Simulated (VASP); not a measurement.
## VASP 6.6.1 run: CdSe

INCAR

```
LASPH = .TRUE.
LWAVE = .FALSE.
EDIFF = 1E-7
ISMEAR = -1
ISIF = 2
IBRION = -1
LREAL = Auto
SIGMA = 0.02
GGA = PS
ENCUT = 520
NSW = 0
PREC = Accurate
LCHARG = .FALSE.
NELM = 120
NBANDS = 16
```

KPOINTS

```
KPOINTS created by Atomic Simulation Environment
0
Gamma
8 8 8
0 0 0
```

POSCAR

```
Cd Se
 1.0000000000000000
     3.5331017259661111   -0.0000000000000000    0.0000000000000000
    -0.0000000000000000    3.5331017259661111    0.0000000000000000
     0.0000000000000000    0.0000000000000000    3.5331017259661111
 Cd  Se
   1   1
Cartesian
 -0.0000000000000000  0.0000000000000000 -0.0000000000000000
  1.7665508629830555  1.7665508629830555  1.7665508629830555
```

The recommended PBE PAW datasets give the neutral cell 18 valence electrons.

Command

```
mpirun -np 1 vasp_std
```

Question: Predict the outcome of this run.

Answer: It converged. Results: gap between bands v and c on the k mesh -1.34 eV (bands overlap: a metal); least direct gap on the k mesh 0.00 eV; pressure -2.3 GPa. Band v is the last that the valence electrons fill when counted band by band, and c is the next.

OSZICAR

```
N       E                     dE             d eps       ncg     rms          rms(c)
DAV:   1     0.103792194580E+03    0.10379E+03   -0.90164E+03  1160   0.104E+03
DAV:   2    -0.217989275662E+01   -0.10597E+03   -0.99792E+02  1384   0.251E+02
DAV:   3    -0.557752289245E+01   -0.33976E+01   -0.33567E+01  1320   0.462E+01
DAV:   4    -0.558606029087E+01   -0.85374E-02   -0.85370E-02  1400   0.232E+00
DAV:   5    -0.558609057139E+01   -0.30281E-04   -0.30280E-04  1360   0.125E-01    0.484E+00
DAV:   6    -0.510889815054E+01    0.47719E+00   -0.12143E+00  1280   0.113E+01    0.443E+00
DAV:   7    -0.510471783215E+01    0.41803E-02   -0.69258E-02  1160   0.248E+00    0.230E+00
DAV:   8    -0.509947284848E+01    0.52450E-02   -0.84390E-03  1264   0.847E-01    0.214E-01
DAV:   9    -0.509933858140E+01    0.13427E-03   -0.30022E-04  1376   0.197E-01    0.596E-02
DAV:  10    -0.509936944428E+01   -0.30863E-04   -0.68150E-05  1176   0.929E-02    0.142E-02
DAV:  11    -0.509936329772E+01    0.61466E-05   -0.55548E-06  1272   0.228E-02    0.764E-03
DAV:  12    -0.509936214158E+01    0.11561E-05   -0.20453E-06  1256   0.895E-03    0.255E-03
DAV:  13    -0.509936215448E+01   -0.12896E-07   -0.26557E-07  1288   0.322E-03
   1 F= -.50993622E+01 E0= -.50981444E+01  d E =-.243554E-02
```

For comparison, a separate PBEsol run of the intended cell, on usual settings and not on those above, gives a gap of -1.34 eV on its mesh and a pressure of -2.4 GPa.
